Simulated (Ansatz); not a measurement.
## TiSi2 and the effect of the functional

Space group Fddd:1 (No. 70). a = 4.779 Å, b = 8.235 Å, c = 8.526 Å, α = 90.00°, β = 90.00°, γ = 90.00°
```csv
atom,site,symmetry,x,y,z
Ti,8b,222,0.7500,0.2500,0.2500
Si,16f,.2.,0.7500,0.9126,0.2500
```

The cell is a database's computed one, not the measured one.

Kept alike: task projected density of states; k mesh 7 × 7 × 7; occupations fermi-dirac, width 0.05 eV; no spin polarisation. Program: Ansatz, Ansatz PAW. Cutoffs run from 420 to 500 eV. The mesh is that of the run's cell of 6 atoms. No spin-orbit coupling.

| functional | pressure (GPa) |
| --- | --- |
| BLYP | 8.93 |
| LDA | -5.12 |
| PBE | 2.07 |
| PBEsol | -1.96 |
| RPBE | 4.69 |
| r2SCAN | -0.22 |
| revPBE | 4.00 |

Pressure is positive in compression, with a Pulay correction for the finite cutoff. For a metal such a mesh leaves the last digits unconverged. All rows use potentials made for PBE.

Question: What does the functional change here?

Answer: The pressure runs from -5.12 (LDA) to 8.93 GPa (BLYP). From PBE: BLYP +6.86; LDA -7.19; PBEsol -4.03; RPBE +2.62; r2SCAN -2.29; revPBE +1.93.
